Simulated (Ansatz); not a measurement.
A run of Ansatz 0.2.0 is set up as follows.

Contents of input.yaml:

```yaml
crystal:
  lattice:
    - [3.8409, 0.0, 0.0]
    - [0.0, 3.8409, 0.0]
    - [0.0, 0.0, 3.8409]
  atoms:
    - { symbol: Sr, position: [0.5, 0.5, 0.5] }
    - { symbol: V, position: [0.0, 0.0, 0.0], spin: 2.0 }
    - { symbol: O, position: [0.0, 0.0, 0.5] }
    - { symbol: O, position: [0.0, 0.5, 0.0] }
    - { symbol: O, position: [0.5, 0.0, 0.0] }
hamiltonian:
  xc: rpbe
  pseudopotentials: { kind: paw }
magnetization:
  spin_polarized: true
kpoints:
  mp_grid: { grid: [7, 7, 7] }
scf:
  occupations: { method: fermi_dirac, width: 0.05 }
output:
  forces: true
  stress: true
relax:
  f_tol: 0.01
  max_steps: 40
  cell: { stress_tol: 0.05 }
```

Potentials or basis: Ansatz PAW.

Command:

```sh
$ ansatz run input.yaml --threads 2 --pin off --max-ram 5632MiB --backend cpu --events-out ev --progress --plain --runs-dir out
```

(1) Estimate the relaxed cell.

(2) Predict the space group after relaxing (to 0.05 Å).

(3) Predict the relaxed volume.

## Answers

(1) a = 3.893 Å, b = 3.893 Å, c = 3.893 Å, α = 90.00°, β = 90.00°, γ = 90.00°.

(2) Pm-3m (No. 221).

(3) 11.80 Å³/atom.

Caveat: the pressure holds a Pulay correction of +0.5 GPa for the finite cutoff; the PAW data sets come from PBE, with cores solved anew for the run's functional, which leaves a small shift of forces and pressure; the starting moments weren't kept.
